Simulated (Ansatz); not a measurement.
BaZrO3 in Ansatz: the effect of target pressure

Crystal: BaZrO3.

```
Ba Zr O
1.0
     4.19134    0.00000    0.00000
     0.00000    4.19134    0.00000
     0.00000    0.00000    4.19134
Ba Zr O
1 1 3
Direct
  0.00000 0.00000 0.00000
  0.50000 0.50000 0.50000
  0.50000 0.50000 0.00000
  0.50000 0.00000 0.50000
  0.00000 0.50000 0.50000
```

Alike in all runs:

* Program: Ansatz 0.2.0
* Task: relaxation of cell and atoms
* Functional: PBE
* Potentials or basis: Ansatz PAW
* Cutoff: 420 eV (not typed: the program's choice for these potentials)
* k mesh: 6 × 6 × 6
* Occupations: fermi-dirac, width 0.05 eV
* Spin: no spin polarisation

Each run relaxes the cell or the atoms first.

Problem. One run gave: relaxed volume 13.59 Å³/atom; gap on the mesh 3.42 eV. Which target pressure did it use?
A. 2 GPa
B. 20 GPa
C. 5 GPa
D. 30 GPa
E. 10 GPa

Solution. B.

| target pressure | relaxed volume (Å³/atom) | gap on the mesh (eV) |
| --- | --- | --- |
| 0 GPa | 15.11 | 3.18 |
| 2 GPa | 14.91 | 3.21 |
| 5 GPa | 14.65 | 3.25 |
| 10 GPa | 14.25 | 3.32 |
| 20 GPa | 13.59 | 3.42 |
| 30 GPa | 13.06 | 3.49 |

Caveats: the plane-wave basis is chosen anew once the cell has moved, so the energies of steps on either side of that aren't comparable; spin-orbit coupling is left out, which moves the levels of the heavy elements.

A k mesh can miss the band edges.
